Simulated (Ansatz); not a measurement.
# AlAs (F-43m): zone-centre modes against carrier density, part 2 of 2

Aim: how far do free carriers move the optical modes of AlAs (F-43m)?

Ansatz 0.2.0; DFT LDA, scalar-relativistic, plane waves, PAW; PAW set soft_1.

So far. Step 3 (Tight relaxation): The forces vanish by symmetry and the pressure is 0.002 GPa, within the tolerances set. The cell now holds 22.29 Å³/atom. Step 4 (Ground state of a member: no carriers): The forces vanish by symmetry. The relaxed cell has a = 5.629 Å (conventional setting).

### 5. Modes of this member: no carriers

The force constants come from the linear response of the density to a displacement.

The zone-centre modes follow for no carriers.

Contents of input.yaml:

```yaml
crystal:
  lattice:
    - [0.0, 2.8144367009, 2.8144367009]
    - [2.8144367009, 0.0, 2.8144367009]
    - [2.8144367009, 2.8144367009, 0.0]
  atoms:
    - { symbol: Al, position: [0.0, 0.0, 0.0] }
    - { symbol: As, position: [0.75, 0.75, 0.75] }
kpoints:
  mp_grid: { grid: [36, 36, 36] }
hamiltonian:
  xc: lda
  pseudopotentials: { kind: paw, azcp: { folder: soft_1 }, xc_functional: pbe }
scf:
  occupations: { method: fermi_dirac, width: 0.03 }
output:
  eigenvalues: true
phonons:
  method: dfpt
```

On the command line:

```bash
> ansatz run input.yaml --threads 8 --pin off --max-ram 16384MiB --backend cpu --events-out ev --progress --plain --runs-dir out
```

Numbers of over 12 decimals in the logs are rounded to 6 here.

The log of the run:

```text
zone centre: on kpoints.mp_grid the ground state, and the responses unless they are solved on pairs of k-points, stand on 3349 of the mesh's 46656 k-points, reduced under 8 symmetry operations, with k and −k counted as one. Each operation leaves every solved displacement unchanged or reverses it
[...]
Crystal: 2 atoms, lattice volume = 44.587 Å³
Basis set: ecut = 420 eV, 893 PW (Γ), exchange–correlation on 54×54×54 points (8 copies of the dense FFT grid, shifted against one another)
Bands: 13, of which v1, the nominal top of the filled ones, is band 9 counted from 1 (8 counted from 0)
Symmetry: 24 space group operations
k-points: 3349 of 46656 (irreducible under 8 space group operations, time reversal used)
[...]
SCF iter   1: F=—  HF=-5287.760064 eV  |F-HF|=—  |Δ(HF+E_count)|=         —  Δρ=3.79e-2  dr2=7.68e-1  ethr=3.10e-3  ⟨swp⟩=6.0  Hψ=274566  notcnv=0
[...]
SCF iter   8: F=-5287.495944 eV  HF=-5287.495944 eV  |F-HF|=2.73e-12  |Δ(HF+E_count)|=  6.46e-11  Δρ=1.11e-7  dr2=4.13e-12  ethr=1.00e-12  ⟨swp⟩=6.3  Hψ=188430  notcnv=0
SCF 1 converged in 8 iterations: F = -5287.495944 eV  dr2 = 4.13e-12
[...]
DFPT response loops at Γ: preconditioner auto → none (the input reference at scf.mixing.eps_inf says where Resta's filter doesn't serve); β = 0.50; Broyden in place of MSR1
SCF converged after 8 iterations
Free energy (F): -5287.495944 eV
[...]
Internal energy: -5287.495944 eV  (E = F + TS)
E sigma→0 (E₀):  -5287.495944 eV
Fermi energy:    6.728832 eV
[...]
--- Band table (eV; the first three rows and the last of 3349) ---
  k-point 0: bands = [... 5 lower, -5.9591, 6.0439, 6.0439, 6.0439, 8.0283, 10.3417, 10.3417, 10.3417]
  k-point 1: bands = [... 5 lower, -5.9514, 5.9268, 6.0349, 6.0349, 8.1216, 10.3470, 10.3581, 10.3581]
  k-point 2: bands = [... 5 lower, -5.9281, 5.6308, 6.0085, 6.0085, 8.3385, 10.3730, 10.4058, 10.4058]
  k-point 3348: bands = [... 5 lower, -3.9289, 0.9115, 2.7916, 3.1604, 10.3060, 11.7052, 11.7311, 12.0527]
--- Phonons (Γ-DFPT): 2 representative perturbations + reference, on 3349 of 46656 k-points (Σ response iterations 6) ---
  k mesh reduced under 8 symmetry operations, with k and −k counted as one. Each operation leaves every solved displacement unchanged or reverses it
  ASR residual: 5.121e-5 → 0.000e0 eV/Å²; symmetrization residual: 8.728e-7 eV/Å²
  ASR residual per site (eV/Å²): 3.20e-5 5.12e-5
  Γ frequencies (cm⁻¹): 0.00 0.00 0.00 358.35 358.35 358.35
  non-analytic LO–TO correction: not included (Born effective charges unavailable; polar crystals: no LO–TO splitting at Γ)
```

Elapsed: 71 s, on 8 threads of Arm Neoverse V2, shared host; peak memory 5.1 GiB.

This step gave:

* sum-rule residual before enforcement: 5.12e-5 eV/Å²
* point group: -43m
* highest optical mode at the zone centre (no LO-TO term): 358.4 cm⁻¹
* lowest optical zone-centre mode: 358.4 cm⁻¹

Without the LO-TO term. Patterns of degenerate modes are one choice out of their space. Modes at Γ, with each element's share of the kinetic energy:

```csv
mode,frequency (cm⁻¹),symmetry,Al %,As %
1,0.0,acoustic,26,74
2,0.0,acoustic,26,74
3,0.0,acoustic,26,74
4,358.4,T2,74,26
5,358.4,T2,74,26
6,358.4,T2,74,26
```

Displacements in mode 6 (358.4 cm⁻¹), the largest set to 1:
```
Al1  0.00  1.00 -0.37
As2  0.00 -0.36  0.13
```

The optical mode without the LO-TO term lies at 358.4 cm⁻¹.

### 6. Ground state of a member: 15 × 10²⁰ holes per cm³

The cell of the neutral crystal is kept with 15 × 10²⁰ holes per cm³, balanced by a uniform background. The bands are sampled on 36×36×36 points with Fermi-Dirac filling of 0.03 eV.

Changes to input.yaml since step 5:

```diff
@@ -8,2 +8,3 @@
     - { symbol: As, position: [0.75, 0.75, 0.75] }
+total_charge: 0.06688
 kpoints:
@@ -16,4 +17,4 @@
 output:
+  forces: true
+  stress: true
   eigenvalues: true
-phonons:
-  method: dfpt
```

The log of the run:

```text
[...]
Crystal: 2 atoms, lattice volume = 44.587 Å³
Basis set: ecut = 420 eV, 893 PW (Γ)
Bands: 13, of which v1, the nominal top of the filled ones, is band 9 counted from 1 (8 counted from 0)
Symmetry: 24 space group operations
[...]
k-points: 1240 of 46656 (time reversal used)
[...]
--- Band table (eV; the first three rows and the last of 1240) ---
  k-point 0: bands = [... 5 lower, -5.9732, 6.0249, 6.0249, 6.0249, 8.0304, 10.3567, 10.3567, 10.3567]
  k-point 1: bands = [... 5 lower, -5.9655, 5.9091, 6.0160, 6.0160, 8.1227, 10.3619, 10.3730, 10.3730]
  k-point 2: bands = [... 5 lower, -5.9423, 5.6157, 5.9898, 5.9898, 8.3384, 10.3873, 10.4205, 10.4205]
  k-point 1239: bands = [... 5 lower, -3.9590, 0.9136, 2.7946, 3.1656, 10.3251, 11.7051, 11.7501, 12.0737]
[key lines of the parts left out:]
SCF converged after 8 iterations
Free energy (F): -5287.890695 eV
Fermi energy:    5.792715 eV
P = ⅓ Tr σ = 0.5314 GPa (5.314 kbar)
```

The job ended after 7.7 s (8 threads; peak memory 1.1 GiB; 57 s of CPU time).

The forces vanish by symmetry.

### 7. Modes of this member: 15 × 10²⁰ holes per cm³

The zone-centre modes follow for 15 × 10²⁰ holes per cm³.

Changes to input.yaml since step 6:

```diff
@@ -17,4 +17,4 @@
 output:
-  forces: true
-  stress: true
   eigenvalues: true
+phonons:
+  method: dfpt
```

The log of the run:

```text
[...]
Crystal: 2 atoms, lattice volume = 44.587 Å³
Basis set: ecut = 420 eV, 893 PW (Γ), exchange–correlation on 54×54×54 points (8 copies of the dense FFT grid, shifted against one another)
Bands: 13, of which v1, the nominal top of the filled ones, is band 9 counted from 1 (8 counted from 0)
Symmetry: 24 space group operations
k-points: 3349 of 46656 (irreducible under 8 space group operations, time reversal used)
[...]
k-point 1: bands = [... 5 lower, -5.9655, 5.9091, 6.0160, 6.0160, 8.1227, 10.3619, 10.3730, 10.3730]
  k-point 2: bands = [... 5 lower, -5.9423, 5.6157, 5.9898, 5.9898, 8.3384, 10.3873, 10.4205, 10.4205]
  k-point 3348: bands = [... 5 lower, -3.9590, 0.9136, 2.7946, 3.1655, 10.3251, 11.7051, 11.7500, 12.0736]
[...]
ASR residual: 3.015e-5 → 0.000e0 eV/Å²; symmetrization residual: 1.155e-6 eV/Å²
  ASR residual per site (eV/Å²): 1.47e-5 3.02e-5
  Γ frequencies (cm⁻¹): 0.00 0.00 0.00 329.65 329.65 329.65
[...]
[key lines of the parts left out:]
SCF converged after 11 iterations
Free energy (F): -5287.890695 eV
Fermi energy:    5.792725 eV
```

Run time: 76 s. Hardware: 8 threads; peak memory 5.1 GiB; 8.8 min of CPU time.

Numbers from this step:

| Property | Result |
| --- | --- |
| sum-rule residual before enforcement | 3.02e-5 eV/Å² |
| highest optical mode at the zone centre (no LO-TO term) | 329.6 cm⁻¹ |
| lowest optical zone-centre mode | 329.6 cm⁻¹ |

Without the LO-TO term. Patterns of degenerate modes are one choice out of their space. The modes at Γ (shares of kinetic energy by element, %):

```
mode  frequency (cm⁻¹)  symmetry  Al %  As %
   1               0.0  acoustic    26    74
   2               0.0  acoustic    26    74
   3               0.0  acoustic    26    74
   4             329.6        T2    74    26
   5             329.6        T2    74    26
   6             329.6        T2    74    26
```

The optical mode without the LO-TO term lies at 329.6 cm⁻¹.

Between step 5 and this run (carriers -15 × 10²⁰ cm⁻³) the value for the highest optical mode at the zone centre (no LO-TO term) moves from 358 cm⁻¹ to 330 cm⁻¹ (-8 %).

### 8. A check on a coarser mesh: 2 × 10²⁰ holes per cm³

To see what the mesh is worth, the run for 2 × 10²⁰ holes per cm³ is repeated on 29×29×29 points.

Changes to input.yaml since step 7:

```diff
@@ -8,5 +8,5 @@
     - { symbol: As, position: [0.75, 0.75, 0.75] }
-total_charge: 0.06688
+total_charge: 0.008917
 kpoints:
-  mp_grid: { grid: [36, 36, 36] }
+  mp_grid: { grid: [29, 29, 29] }
 hamiltonian:
```

The log of the run:

```text
[...]
Crystal: 2 atoms, lattice volume = 44.587 Å³
Basis set: ecut = 420 eV, 893 PW (Γ), exchange–correlation on 54×54×54 points (8 copies of the dense FFT grid, shifted against one another)
Bands: 13, of which v1, the nominal top of the filled ones, is band 9 counted from 1 (8 counted from 0)
Symmetry: 24 space group operations
k-points: 1800 of 24389 (irreducible under 8 space group operations, time reversal used)
[...]
k-point 1: bands = [... 5 lower, -5.9491, 5.8658, 6.0275, 6.0275, 8.1669, 10.3526, 10.3689, 10.3689]
  k-point 2: bands = [... 5 lower, -5.9134, 5.4485, 5.9876, 5.9876, 8.4549, 10.4029, 10.4408, 10.4408]
  k-point 1799: bands = [... 5 lower, -3.9377, 0.9119, 2.7758, 3.1986, 10.2760, 11.5793, 11.7131, 12.2602]
[...]
ASR residual: 8.971e-5 → 0.000e0 eV/Å²; symmetrization residual: 8.067e-7 eV/Å²
  ASR residual per site (eV/Å²): 2.18e-6 8.97e-5
  Γ frequencies (cm⁻¹): 0.00 0.00 0.00 346.28 346.28 346.28
[...]
[key lines of the parts left out:]
SCF converged after 11 iterations
Free energy (F): -5287.549782 eV
Fermi energy:    5.994497 eV
```

Elapsed: 41 s, on 8 threads; peak memory 2.9 GiB.

Numbers from this step:

```yaml
sum_rule_residual_before_enforcement: 8.97e-5 eV/Å²
highest_optical_mode_at_the_zone_centre_no_lo_to_term: 346.3 cm⁻¹
lowest_optical_zone_centre_mode: 346.3 cm⁻¹
```

The highest mode comes at 346.3 cm⁻¹, against 346.1 cm⁻¹ on 36×36×36 points.

### 9. A check on a coarser mesh: 10 × 10²⁰ holes per cm³

To see what the mesh is worth, the run for 10 × 10²⁰ holes per cm³ is repeated on 29×29×29 points.

Changes to input.yaml since step 8:

```diff
@@ -8,3 +8,3 @@
     - { symbol: As, position: [0.75, 0.75, 0.75] }
-total_charge: 0.008917
+total_charge: 0.044587
 kpoints:
```

The log of the run:

```text
[...]
Crystal: 2 atoms, lattice volume = 44.587 Å³
Basis set: ecut = 420 eV, 893 PW (Γ), exchange–correlation on 54×54×54 points (8 copies of the dense FFT grid, shifted against one another)
Bands: 13, of which v1, the nominal top of the filled ones, is band 9 counted from 1 (8 counted from 0)
Symmetry: 24 space group operations
k-points: 1800 of 24389 (irreducible under 8 space group operations, time reversal used)
[...]
k-point 1: bands = [... 5 lower, -5.9567, 5.8566, 6.0173, 6.0173, 8.1673, 10.3604, 10.3768, 10.3768]
  k-point 2: bands = [... 5 lower, -5.9211, 5.4411, 5.9776, 5.9776, 8.4547, 10.4102, 10.4486, 10.4486]
  k-point 1799: bands = [... 5 lower, -3.9538, 0.9131, 2.7776, 3.2010, 10.2862, 11.5826, 11.7222, 12.2690]
[...]
ASR residual: 7.884e-5 → 0.000e0 eV/Å²; symmetrization residual: 8.834e-7 eV/Å²
  ASR residual per site (eV/Å²): 4.97e-6 7.88e-5
  Γ frequencies (cm⁻¹): 0.00 0.00 0.00 333.62 333.62 333.62
[...]
[key lines of the parts left out:]
SCF converged after 11 iterations
Free energy (F): -5287.760878 eV
Fermi energy:    5.856105 eV
```

The job ended after 41 s (8 threads; peak memory 2.9 GiB; 4.8 min of CPU time).

This step gave:

```yaml
sum_rule_residual_before_enforcement: 7.88e-5 eV/Å²
highest_optical_mode_at_the_zone_centre_no_lo_to_term: 333.6 cm⁻¹
lowest_optical_zone_centre_mode: 333.6 cm⁻¹
```

The highest mode comes at 333.6 cm⁻¹, against 333.6 cm⁻¹ on 36×36×36 points.

### 10. The series together

The members are set side by side, also those not shown above.

Electrons count positive and holes negative; without the LO-TO term; modes are tracked from the neutral crystal by their patterns, and those within 0.3 cm⁻¹ of each other stand once; the cell of the neutral crystal is kept and the atoms are relaxed where symmetry leaves them free; all runs use 36×36×36 k points and Fermi-Dirac smearing of 0.03 eV. Optical modes along the series:

| carriers (10²⁰ cm⁻³) | mode 4 T2 (cm⁻¹) |
| --- | --- |
| -15 | 329.6 |
| -10 | 333.6 |
| -6 | 337.9 |
| -4 | 340.8 |
| -2 | 346.1 |
| -1 | 350.6 |
| 0 | 358.4 |

### 11. Summary of results

| Item | Value |
| --- | --- |
| members | 7 |
| mode | mode 4 T2 |
| its frequency without carriers | 358.35 cm⁻¹ |
| its frequency at -15 × 10²⁰ cm⁻³ | 329.65 cm⁻¹ |

What this shows: At 15 × 10²⁰ holes per cm³ the optical mode has moved by -28.70 cm⁻¹ from 358.35 cm⁻¹. At 2 and 10 × 10²⁰ cm⁻³ the coarser mesh moves the optical modes by up to 0.21 cm⁻¹, a measure of the error left by the mesh there. The response is adiabatic: the carriers follow the ions at once. Where they cannot, as for a zone-centre mode faster than their scattering, measured shifts differ, and line shapes are not given here. A static distortion lets holes move between the bands that it splits, which a fast mode allows only in part, so this softening can be well above the one seen in Raman spectra. The background stands for dopants without their size, scattering or local bonds, and the cell is that of the neutral crystal, although carriers also change the volume at rest, which would shift the modes as well. Spin-orbit coupling, which splits the valence bands that hold the holes, is left out. In a polar crystal the carriers also screen the field of the longitudinal modes, often the largest effect; only modes without that field are treated here. These are harmonic frequencies of a static lattice, with warm electrons: anharmonic shifts, linewidths and thermal expansion are left out. The PAW files were made for PBE; the program adapts parts of them to the functional of the run, but their partial waves stay those of PBE, an approximation that was not tested in this session. Only the zone centre was solved, so an instability at another wavevector cannot show here.

[Logs are printed without paths, hosts, clocks, repeated set-up lines and the standing remarks that a program may print on its own settings, such as how far it seeks lower states.]

[Hosts, paths, dates, database ids (printed as entryN), source tags and the programs' standing remarks are cut or masked in the printed files.]
